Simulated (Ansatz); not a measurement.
CdS (Hawleyite):

```xyz
2
Lattice="0.0000 2.9165 2.9165 2.9165 0.0000 2.9165 2.9165 2.9165 0.0000" Properties=species:S:1:pos:R:3 pbc="T T T"
Cd    0.0000    0.0000    0.0000
S     4.3748    4.3748    4.3748
```

Base run:

- Program: Ansatz 0.2.0
- Functional: RPBE
- Potentials or basis: Ansatz PAW
- Cutoff: 420 eV
- Density cutoff: 1680 eV
- k mesh: 5 × 5 × 5
- Occupations: fermi-dirac, width 0.05 eV
- Spin: no spin polarisation

Its results: band gap on the k mesh 1.33 eV, direct; pressure 5.1 GPa.

After a change of settings the same cell gave: band gap on the k mesh 1.14 eV, direct; pressure 2.9 GPa. Which change was it?
A. k mesh from 5 × 5 × 5 to 8 × 8 × 8; occupations from fermi-dirac, width 0.05 eV to gaussian, width 0.05 eV
B. functional from RPBE to LDA; k mesh from 5 × 5 × 5 to 8 × 8 × 8
C. functional from RPBE to PBE

C.

PBE binds more tightly than RPBE, so the same cell stands under less pressure.

Caveats: odd divisions of the mesh miss points on the zone boundary, where band edges often lie, so the gap on the mesh can be too wide; the density of states is complete only up to the lowest level of the last band computed; the potentials were made for another functional, which shifts forces and pressure (some runs); the PAW data sets come from PBE, with cores solved anew for the run's functional, which leaves a small shift of forces and pressure (some runs).

Not every run made on this cell is shown here.
